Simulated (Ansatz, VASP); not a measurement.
One calculation of CaSe, two programs

```
Ca Se
1.0
     0.00000    2.97937    2.97937
     2.97937    0.00000    2.97937
     2.97937    2.97937    0.00000
Ca Se
1 1
Direct
  0.00000 0.00000 0.00000
  0.50000 0.50000 0.50000
```

Alike in both runs: functional PBE; k mesh 8 × 8 × 8; occupations gaussian, width 0.02 eV; no spin polarisation.

Ansatz relaxed the structure, and its values are those at the end. VASP's run is a single point on that final structure, the one shown.

```csv
,VASP,Ansatz
version,VASP 6.6.1,Ansatz 0.2.0
potentials or method,"VASP PAW PBE potentials, release 64 (Ca_sv, Se)","scalar-relativistic, plane waves, PAW"
plane-wave cutoff (eV),520,420
valence electrons in the cell,16,26
```

|  | VASP | Ansatz | Ansatz less VASP |
| --- | --- | --- | --- |
| gap on the k mesh at the Fermi level (eV) | 2.07 | 2.08 | +0.009 |
| least direct gap on the mesh (eV) | 2.99 | 3.00 | +0.008 |
| pressure (GPa) | 0.1 | 0.0 | -0.16 |

The two sets of potentials don't hold the same shells in valence.

A k mesh can miss the band edges. Expect the measured gap to be larger: semilocal functionals such as PBE lack the derivative discontinuity.
